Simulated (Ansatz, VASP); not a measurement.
One calculation of AgCl, two programs

```
CELL_PARAMETERS angstrom
0.00000 2.72378 2.72378
2.72378 0.00000 2.72378
2.72378 2.72378 0.00000
ATOMIC_POSITIONS crystal
Ag 0.00000 0.00000 0.00000
Cl 0.50000 0.50000 0.50000
```

Alike in both runs: functional PBEsol; k mesh 8 × 8 × 8; occupations gaussian, width 0.02 eV; no spin polarisation.

Ansatz relaxed the structure, and its values are those at the end. VASP's run is a single point on that final structure, the one shown.

|  | VASP | Ansatz |
| --- | --- | --- |
| version | VASP 6.6.1 | Ansatz 0.2.0 |
| potentials or method | VASP PAW PBE potentials, release 64 (Ag, Cl) | scalar-relativistic, plane waves, PAW |
| plane-wave cutoff (eV) | 520 | 420 |
| valence electrons in the cell | 18 | 26 |

Ansatz gave:

* gap on the k mesh at the Fermi level (eV): 0.72
* least direct gap on the mesh (eV): 3.23
* pressure (GPa): 0.0

Task: Estimate VASP's values.

Result: gap on the k mesh at the Fermi level (eV): 0.72; least direct gap on the mesh (eV): 3.22; pressure (GPa): -0.1.

The two sets of potentials don't hold the same shells in valence.

Caveats: the PAW data sets were made with another functional, which shifts forces and pressure a little (VASP). A k mesh can miss the band edges.
